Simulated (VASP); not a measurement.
Input of a VASP 6.6.1 run:

The input INCAR:

```
ALGO     = Normal         # electronic algorithm
EDIFF    = 1E-6           # SCF threshold, eV
ENCUT    = 700            # plane-wave cutoff, eV
GGA      = PE             # functional
ISIF     = 2              # what is computed and relaxed
ISMEAR   = 0              # smearing method
LASPH    = True           # aspherical terms in the spheres
LCHARG   = False          # write CHGCAR
LREAL    = False          # projectors in reciprocal space
LWAVE    = False          # write WAVECAR
NELM     = 80             # most SCF steps
PREC     = Accurate       # precision mode
SIGMA    = 0.02           # smearing width, eV
```

KPOINTS

```
k-points
0
Gamma
  8 8 8
```

Contents of POSCAR:

```
MgSe                                    
1.0
    0.0000000000      2.7520238072      2.7520238072
    2.7520238072      0.0000000000      2.7520238072
    2.7520238072      2.7520238072      0.0000000000
  Mg              Se            
     1     1
Direct
     0.0000000000000000    0.0000000000000000    0.0000000000000000
     0.5000000000000000    0.5000000000000000    0.5000000000000000
```

Contents of KPOINTS_OPT:

```
path GXWKGLUWLK,UX
10
line-mode
reciprocal
 0.0000000000  0.0000000000  0.0000000000  G
 0.5000000000  0.0000000000  0.5000000000  X

 0.5000000000  0.0000000000  0.5000000000  X
 0.5000000000  0.2500000000  0.7500000000  W

 0.5000000000  0.2500000000  0.7500000000  W
 0.3750000000  0.3750000000  0.7500000000  K

 0.3750000000  0.3750000000  0.7500000000  K
 0.0000000000  0.0000000000  0.0000000000  G

 0.0000000000  0.0000000000  0.0000000000  G
 0.5000000000  0.5000000000  0.5000000000  L

 0.5000000000  0.5000000000  0.5000000000  L
 0.6250000000  0.2500000000  0.6250000000  U

 0.6250000000  0.2500000000  0.6250000000  U
 0.5000000000  0.2500000000  0.7500000000  W

 0.5000000000  0.2500000000  0.7500000000  W
 0.5000000000  0.5000000000  0.5000000000  L

 0.5000000000  0.5000000000  0.5000000000  L
 0.3750000000  0.3750000000  0.7500000000  K

 0.6250000000  0.2500000000  0.6250000000  U
 0.5000000000  0.0000000000  0.5000000000  X
```

Potentials or basis: VASP PAW PBE potentials, release 64 (Mg, Se).

Command:

```sh
$ cat potpaw_PBE.64/Mg/POTCAR potpaw_PBE.64/Se/POTCAR > POTCAR
$ mpirun -np 1 vasp_std > vasp.out
```

Q: What does it give for the band gap on the k mesh?

A: 1.75 eV, indirect (least direct gap 2.41 eV).

Q: Estimate the band gap along the path.

A: 1.75 eV, indirect (least direct gap 2.41 eV).

Q: Predict the pressure.

A: 0.0 GPa.

Levels at the corners of the path, in eV from the valence-band top:
| point | band 1 | band 2 | band 3 | band 4 | band 5 | band 6 | band 7 | band 8 |
| --- | --- | --- | --- | --- | --- | --- | --- | --- |
| Γ | -12.79 | 0.00 | 0.00 | 0.00 | 2.41 | 7.42 | 7.42 | 7.42 |
| X | -11.43 | -4.11 | -1.72 | -1.72 | 1.75 | 4.04 | 11.47 | 11.92 |
| X | -11.43 | -4.11 | -1.72 | -1.72 | 1.75 | 4.04 | 11.47 | 11.92 |
| W | -11.40 | -3.19 | -3.19 | -2.47 | 4.43 | 6.87 | 7.53 | 7.53 |
| W | -11.40 | -3.19 | -3.19 | -2.47 | 4.43 | 6.87 | 7.53 | 7.53 |
| K | -11.43 | -3.63 | -3.22 | -1.38 | 3.00 | 6.25 | 8.81 | 9.69 |
| K | -11.43 | -3.63 | -3.22 | -1.38 | 3.00 | 6.25 | 8.81 | 9.69 |
| Γ | -12.79 | 0.00 | 0.00 | 0.00 | 2.41 | 7.42 | 7.42 | 7.42 |
| Γ | -12.79 | 0.00 | 0.00 | 0.00 | 2.41 | 7.42 | 7.42 | 7.42 |
| L | -11.73 | -4.79 | -0.55 | -0.55 | 3.79 | 6.06 | 6.06 | 8.40 |
| L | -11.73 | -4.79 | -0.55 | -0.55 | 3.79 | 6.06 | 6.06 | 8.40 |
| U | -11.43 | -3.63 | -3.22 | -1.38 | 3.00 | 6.25 | 8.81 | 9.69 |
| U | -11.43 | -3.63 | -3.22 | -1.38 | 3.00 | 6.25 | 8.81 | 9.69 |
| W | -11.40 | -3.19 | -3.19 | -2.47 | 4.43 | 6.87 | 7.53 | 7.53 |
| W | -11.40 | -3.19 | -3.19 | -2.47 | 4.43 | 6.87 | 7.53 | 7.53 |
| L | -11.73 | -4.79 | -0.55 | -0.55 | 3.79 | 6.06 | 6.06 | 8.40 |
| L | -11.73 | -4.79 | -0.55 | -0.55 | 3.79 | 6.06 | 6.06 | 8.40 |
| K | -11.43 | -3.63 | -3.22 | -1.38 | 3.00 | 6.25 | 8.81 | 9.69 |
| U | -11.43 | -3.63 | -3.22 | -1.38 | 3.00 | 6.25 | 8.81 | 9.69 |
| X | -11.43 | -4.11 | -1.72 | -1.72 | 1.75 | 4.04 | 11.47 | 11.92 |
